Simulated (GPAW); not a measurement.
Write an ASE script for GPAW 26.7.0 that does the following.

```
Task                : relaxation of cell and atoms
Functional          : revPBE
Potentials or basis : the program's PAW data sets (release 1.2.1) made for this functional
Cutoff              : 600 eV
Basis               : pw
k mesh              : 8 × 8 × 8
Occupations         : improved-tetrahedron-method
Spin                : no spin polarisation
Maxiter             : 150
Optimizer           : LBFGS
Fmax                : 0.01 eV/Å
Max steps           : 100
Convergence         : density=1e-05 forces=0.0001
```

The structure of AgCl lies in POSCAR:

```
AgCl
1.0
    3.4339730000      0.0000000000      0.0000000000
    0.0000000000      3.4339730000      0.0000000000
    0.0000000000      0.0000000000      3.4339730000
Ag Cl
1 1
Direct
    0.0000000000      0.0000000000      0.0000000000
    0.5000000000      0.5000000000      0.5000000000
```

Measurements of this composition are mostly on another form, of space group No. 225.

These files were run (other wordings do the same):

run.py

```python
from ase.filters import FrechetCellFilter
from ase.io import read, write
from ase.optimize import LBFGS
from gpaw import GPAW, PW

atoms = read('POSCAR')

calc = GPAW(mode=PW(600),
            xc='revPBE',
            kpts={'size': (8, 8, 8), 'gamma': True},
            occupations={'name': 'improved-tetrahedron-method'},
            nbands=23,
            convergence={'density': 1e-05, 'forces': 0.0001},
            maxiter=150,
            txt='gpaw.txt')
atoms.calc = calc
opt = LBFGS(FrechetCellFilter(atoms), trajectory='relax.traj', logfile='-')
done = opt.run(fmax=0.01, steps=100)
calc.write('gs.gpw')
write('result.traj', atoms)
print('Converged:', done)
print('Cell:', atoms.cell.cellpar().round(4))
print('Volume:', round(atoms.get_volume(), 4))
print(atoms.get_scaled_positions().round(5))
```

Potentials or basis: the program's PAW data sets (release 1.2.1) made for this functional, pw.

Launch:

```sh
$ OMP_NUM_THREADS=1 python run.py
```

Results of the run:

- Relaxed volume: 21.35 Å³/atom
- Relaxed cell: a = 3.495 Å, b = 3.495 Å, c = 3.495 Å, α = 90.00°, β = 90.00°, γ = 90.00°
- Space group after relaxing (to 0.05 Å): Pm-3m (No. 221)
- Energy gained by relaxing: 8.2 meV/atom
- Ionic steps: 4
- Pressure after relaxing: 0.0 GPa
- Band gap on the k mesh: 0.67 eV, indirect (least direct gap 2.01 eV)

Caveat: later steps reuse the first step's grids.

Wall time 58 s on 1 thread of Arm Neoverse V1 (shared host), peak memory 0.22 GiB.
